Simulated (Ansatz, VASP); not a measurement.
**HfH3: VASP beside Ansatz**

Contents of INCAR:

```
SYSTEM = HfH3
ALGO = Normal
EDIFF = 1E-7
ENCUT = 520
GGA = PS
ISIF = 2
ISMEAR = -1
LASPH = .True.
LCHARG = .False.
LREAL = .False.
LWAVE = .False.
NBANDS = 14
NELM = 80
PREC = Accurate
SIGMA = 0.05
```

Contents of KPOINTS:

```
k-points
0
Gamma
  8 8 8
  0 0 0
```

POSCAR

```
HfH3
1.0
    3.1549058766      0.0000000000      0.0000000000
    0.0000000000      3.1549058766      0.0000000000
    0.0000000000      0.0000000000      3.1549058766
Hf H
1 3
Direct
    0.0000000000      0.0000000000      0.0000000000
    0.0000000000      0.5000000000      0.5000000000
    0.5000000000      0.0000000000      0.5000000000
    0.5000000000      0.5000000000      0.0000000000
```

Input for Ansatz:

```yaml
crystal:
  lattice:
    - [3.1549058765546403, 0.0, 0.0]
    - [0.0, 3.1549058765546403, 0.0]
    - [0.0, 0.0, 3.1549058765546403]
  atoms:
    - { symbol: Hf, position: [0.0, 0.0, 0.0] }
    - { symbol: H, position: [0.0, 0.5, 0.5] }
    - { symbol: H, position: [0.5, 0.0, 0.5] }
    - { symbol: H, position: [0.5, 0.5, 0.0] }
basis:
  ecutwfc: 500.0
kpoints:
  mp_grid:
    grid: [8, 8, 8]
hamiltonian:
  xc: pbesol
scf:
  occupations:
    method: fermi_dirac
    width: 0.05
output:
  stress: true
```

The cell comes from a database or a generator and needn't be the stable form of this composition.

Alike in both runs: task single point; functional PBEsol; k mesh 8 × 8 × 8; occupations fermi-dirac, width 0.05 eV; no spin polarisation.

|  | VASP | Ansatz |
| --- | --- | --- |
| version | VASP 6.6.1 | Ansatz 0.2.0 |
| potentials or method | VASP PAW PBE potentials, release 64 (Hf_pv, H) | plane waves, PAW |
| plane-wave cutoff (eV) | 520 | 500 |
| valence electrons in the cell | 13 | 29 |

|  | VASP | Ansatz | Ansatz less VASP |
| --- | --- | --- | --- |
| pressure (GPa) | -12.7 | -12.0 | +0.73 |

The functional is the same, so the differences come from potentials, cutoffs and numerics. The two sets of potentials don't hold the same shells in valence.

Caveats: the PAW data sets were made with another functional, which shifts forces and pressure a little (VASP). Spin-orbit coupling is left out, which matters for the levels of Hf.
